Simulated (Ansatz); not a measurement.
Crystal: BP.

```
CELL_PARAMETERS angstrom
0.00000 2.26900 2.26900
2.26900 0.00000 2.26900
2.26900 2.26900 0.00000
ATOMIC_POSITIONS crystal
P 0.75000 0.75000 0.75000
B 0.00000 0.00000 0.00000
```

Base run:

| Item | Value |
| --- | --- |
| Program | Ansatz 0.2.0 |
| Functional | revPBE |
| Potentials or basis | all-electron LAPW, scalar-relativistic |
| Cutoff | 280 eV |
| Density cutoff | 1119 eV |
| Basis error allowed | 0.001 eV/atom |
| k mesh | 10 × 10 × 10 |
| Occupations | fermi-dirac, width 0.05 eV |
| Spin | no spin polarisation |

Its results: band gap on the k mesh 1.26 eV, indirect (least direct gap 3.41 eV); pressure 3.2 GPa.

Q: The run is repeated on the same cell with these changes: functional from revPBE to PBEsol. What comes out?

A: Band gap on the k mesh 1.14 eV, indirect (least direct gap 3.37 eV); pressure -2.0 GPa.

PBEsol binds more tightly than revPBE, so the same cell stands under less pressure.

Not every run made on this cell is shown here.
